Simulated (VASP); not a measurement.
# PbSe (Clausthalite) (Fm-3m) in VASP: further runs, part 2 of 2

VASP 6.6.1. Earlier steps stand in the parts before.

## Step 4: Relaxation of cell and atoms, r2SCAN

This run uses another cell than the first one, of 28.67 Å³/atom, 0.973 times its volume.

File POSCAR:

```
PbSe
1.0
    0.0000000000      3.0606500000      3.0606500000
    3.0606500000      0.0000000000      3.0606500000
    3.0606500000      3.0606500000      0.0000000000
Pb Se
1 1
Direct
    0.0000000000      0.0000000000      0.0000000000
    0.5000000000      0.5000000000      0.5000000000
```

File INCAR.step1:

```
PREC     = Accurate       # precision mode
ENCUT    = 550            # plane-wave cutoff, eV
ISMEAR   = 0              # smearing method
SIGMA    = 0.01           # smearing width, eV
LREAL    = False          # projectors in reciprocal space
LASPH    = True           # aspherical terms in the spheres
NELM     = 120            # most SCF steps
GGA      = PE             # functional
ALGO     = Normal         # electronic algorithm
EDIFF    = 1E-5           # SCF threshold, eV
LWAVE    = True           # write WAVECAR
LCHARG   = False          # write CHGCAR
GGA_COMPAT= False        
IBRION   = 2              # ionic algorithm
ISIF     = 3              # what is computed and relaxed
EDIFFG   = -0.005         # ionic threshold
NELMIN   = 4            
NSW      = 100            # ionic steps
```

File INCAR.step2:

```
PREC     = Accurate       # precision mode
ENCUT    = 550            # plane-wave cutoff, eV
EDIFF    = 1E-7           # SCF threshold, eV
ISMEAR   = 0              # smearing method
SIGMA    = 0.01           # smearing width, eV
LREAL    = False          # projectors in reciprocal space
LASPH    = True           # aspherical terms in the spheres
NELM     = 120            # most SCF steps
ALGO     = Normal         # electronic algorithm
ISIF     = 3              # what is computed and relaxed
LWAVE    = False          # write WAVECAR
LCHARG   = False          # write CHGCAR
METAGGA  = R2SCAN         # meta-GGA
LMIXTAU  = True         
IBRION   = 2              # ionic algorithm
NSW      = 80             # ionic steps
EDIFFG   = -0.01          # ionic threshold
ISTART   = 1            
GGA_COMPAT= False        
NELMIN   = 4
```

File KPOINTS:

```
Automatic mesh
0
Gamma
  6 6 6
```

Command:

```sh
cat potpaw_PBE.64/Pb_d/POTCAR potpaw_PBE.64/Se/POTCAR > POTCAR
cp INCAR.step1 INCAR
mpirun -np 1 vasp_std > vasp.out
cp INCAR.step2 INCAR
mpirun -np 1 vasp_std > vasp.out
```

Run time: 2.5 min. Hardware: 1 thread of Intel Xeon Platinum 8559C (Emerald Rapids), shared host; peak memory 0.23 GiB.

It converged, with:

```
Free energy                            : -71.9408 eV
Relaxed volume                         : 29.46 Å³/atom
Relaxed cell                           : a = 4.368 Å, b = 4.368 Å, c = 4.368 Å, α = 60.00°, β = 60.00°, γ = 60.00°
Space group after relaxing (to 0.05 Å) : Fm-3m (No. 225)
Energy gained by relaxing              : 3.6 meV/atom
Ionic steps                            : 3
Pressure after relaxing                : 0.0 GPa
Band gap on the k mesh                 : 0.67 eV, direct
```

Step by step:
| step | energy change (eV) | largest force (eV/Å) | pressure (GPa) | volume (Å³) |
| --- | --- | --- | --- | --- |
| 1 | 0.0000 | 0.0000 | 1.50 | 57.34 |
| 2 | -0.0060 | 0.0000 | -0.57 | 59.59 |
| 3 | -0.0072 | 0.0000 | 0.01 | 58.92 |

Final structure:
```
Pb Se
1.0
     0.00000    3.08845    3.08845
     3.08845    0.00000    3.08845
     3.08845    3.08845    0.00000
Pb Se
1 1
Direct
  0.00000 0.00000 0.00000
  0.50000 0.50000 0.50000
```

Levels at points of the mesh, in eV from the valence-band top:
```tsv
k point	band 7	band 8	band 9	band 10	band 11	band 12	band 13	band 14
(0.00, 0.00, 0.00)	-6.38	-1.88	-1.88	-1.88	5.00	5.00	5.00	7.04
(0.50, 0.00, 0.00)	-8.89	-1.48	-1.48	0.00	0.67	2.00	2.00	9.07
(0.50, 0.50, 0.00)	-7.48	-4.90	-3.19	-3.19	4.16	5.91	5.91	6.38
```

Caveat: the PAW data sets were made with another functional, which shifts forces and pressure a little; spin-orbit coupling is left out, which moves the levels of the heavy elements. A k mesh can miss the band edges.

## Step 5: Relaxation of cell and atoms, r2SCAN+D4

This run uses another cell than the first one, of 28.67 Å³/atom, 0.973 times its volume.

POSCAR is that of step 4.

File INCAR.step1:

```
SYSTEM = PbSe
PREC     = Accurate       ! precision mode
ENCUT    = 550            ! plane-wave cutoff, eV
ISMEAR   = 0              ! smearing method
SIGMA    = 0.01           ! smearing width, eV
LREAL    = .FALSE.        ! projectors in reciprocal space
LASPH    = .TRUE.         ! aspherical terms in the spheres
NELM     = 120            ! most SCF steps
GGA      = PE             ! functional
ALGO     = Normal         ! electronic algorithm
EDIFF    = 1E-5           ! SCF threshold, eV
LWAVE    = .TRUE.         ! write WAVECAR
LCHARG   = .FALSE.        ! write CHGCAR
GGA_COMPAT= .FALSE.      
IBRION   = 2              ! ionic algorithm
ISIF     = 3              ! what is computed and relaxed
EDIFFG   = -0.005         ! ionic threshold
NELMIN   = 4            
NSW      = 100            ! ionic steps
```

File INCAR.step2:

```
SYSTEM = PbSe
PREC     = Accurate       ! precision mode
ENCUT    = 550            ! plane-wave cutoff, eV
EDIFF    = 1E-7           ! SCF threshold, eV
ISMEAR   = 0              ! smearing method
SIGMA    = 0.01           ! smearing width, eV
LREAL    = .FALSE.        ! projectors in reciprocal space
LASPH    = .TRUE.         ! aspherical terms in the spheres
NELM     = 120            ! most SCF steps
ALGO     = Normal         ! electronic algorithm
ISIF     = 3              ! what is computed and relaxed
LWAVE    = .FALSE.        ! write WAVECAR
LCHARG   = .FALSE.        ! write CHGCAR
METAGGA  = R2SCAN         ! meta-GGA
LMIXTAU  = .TRUE.       
IVDW     = 13             ! dispersion correction
VDW_S6   = 1.0          
VDW_S8   = 0.6018749    
VDW_A1   = 0.51559235   
VDW_A2   = 5.77342911   
IBRION   = 2              ! ionic algorithm
NSW      = 80             ! ionic steps
EDIFFG   = -0.01          ! ionic threshold
ISTART   = 1            
GGA_COMPAT= .FALSE.      
NELMIN   = 4
```

File KPOINTS:

```
regular mesh
0
G
  6 6 6
  0 0 0
```

Command:

```sh
cat potpaw_PBE.64/Pb_d/POTCAR potpaw_PBE.64/Se/POTCAR > POTCAR
cp INCAR.step1 INCAR
mpirun -np 1 vasp_std > vasp.out
cp INCAR.step2 INCAR
mpirun -np 1 vasp_std > vasp.out
```

Wall time 2.5 min (1 thread of Intel Xeon Platinum 8559C (Emerald Rapids), shared host); peak memory 0.22 GiB.

Results (log left out):

```
Free energy                            : -72.2051 eV
Relaxed volume                         : 29.10 Å³/atom
Relaxed cell                           : a = 4.350 Å, b = 4.350 Å, c = 4.350 Å, α = 60.00°, β = 60.00°, γ = 60.00°
Space group after relaxing (to 0.05 Å) : Fm-3m (No. 225)
Energy gained by relaxing              : 1.1 meV/atom
Ionic steps                            : 3
Pressure after relaxing                : 0.0 GPa
Band gap on the k mesh                 : 0.63 eV, direct
Dispersion energy per atom             : -0.133 eV
```

The path:
```
step  energy change (eV)  largest force (eV/Å)  pressure (GPa)  volume (Å³)
   1              0.0000                0.0000            0.81        57.34
   2             -0.0018                0.0000           -0.31        58.56
   3             -0.0021                0.0000            0.01        58.19
```

Final structure:
```xyz
2
Lattice="0.0000 3.0757 3.0757 3.0757 0.0000 3.0757 3.0757 3.0757 0.0000" Properties=species:S:1:pos:R:3 pbc="T T T"
Pb    0.0000    0.0000    0.0000
Se    3.0757    3.0757    3.0757
```

Levels at points of the mesh, in eV from the valence-band top:
```tsv
k point	band 6	band 7	band 8	band 9	band 10	band 11	band 12	band 13	band 14
(0.00, 0.00, 0.00)	-14.01	-6.37	-1.95	-1.95	-1.95	5.02	5.02	5.02	7.00
(0.50, 0.00, 0.00)	-12.95	-8.97	-1.54	-1.54	0.00	0.63	1.96	1.96	9.08
(0.50, 0.50, 0.00)	-12.57	-7.51	-5.02	-3.29	-3.29	4.09	5.95	5.95	6.42
```

Caveat: the PAW data sets were made with another functional, which shifts forces and pressure a little; spin-orbit coupling is left out, which moves the levels of the heavy elements. Zero-point motion and thermal expansion aren't in these numbers.

## Step 6: Overview

```tsv
task	level	cell	cutoff (eV)	gap on the mesh (eV)	pressure (GPa)	relaxed volume (Å³/atom)
single point	r2SCAN	a = 4.369 Å, angles 60.0°, 2 atoms	550	0.67	0.0	-
relaxation of cell and atoms	revPBE+D3(BJ)	relaxed from a = 4.328 Å, angles 60.0°, 2 atoms	500	0.33	0.0	28.51
relaxation of cell and atoms	r2SCAN	relaxed from a = 4.328 Å, angles 60.0°, 2 atoms	550	0.67	0.0	29.46
relaxation of cell and atoms	r2SCAN+D4	relaxed from a = 4.328 Å, angles 60.0°, 2 atoms	550	0.63	0.0	29.10
```

Alike in all rows: potentials or basis VASP PAW PBE potentials, release 64 (Pb_d, Se); no spin polarisation; k mesh 6 × 6 × 6; smearing gaussian 0.01 eV.

Caveats: the PAW data sets were made with another functional, which shifts forces and pressure a little; spin-orbit coupling is left out, which moves the levels of the heavy elements.

Total energies depend on the potentials used, so only differences within one code and one set of settings carry meaning.

## Step 7: Comparison with measurements

Step 2. Against the measured gap of PbSe, 0.15 eV (direct; 4.2 K; a printed reference work, monograph), the calculated 0.67 eV is off by +0.52 eV. 2 values of this kind are on record (0.15 to 0.28 eV); this one was drawn at random. Spin-orbit coupling on Pb, Se is left out. The value is that of r2SCAN on a finite k mesh, which can miss the band edges, without temperature or zero-point motion.
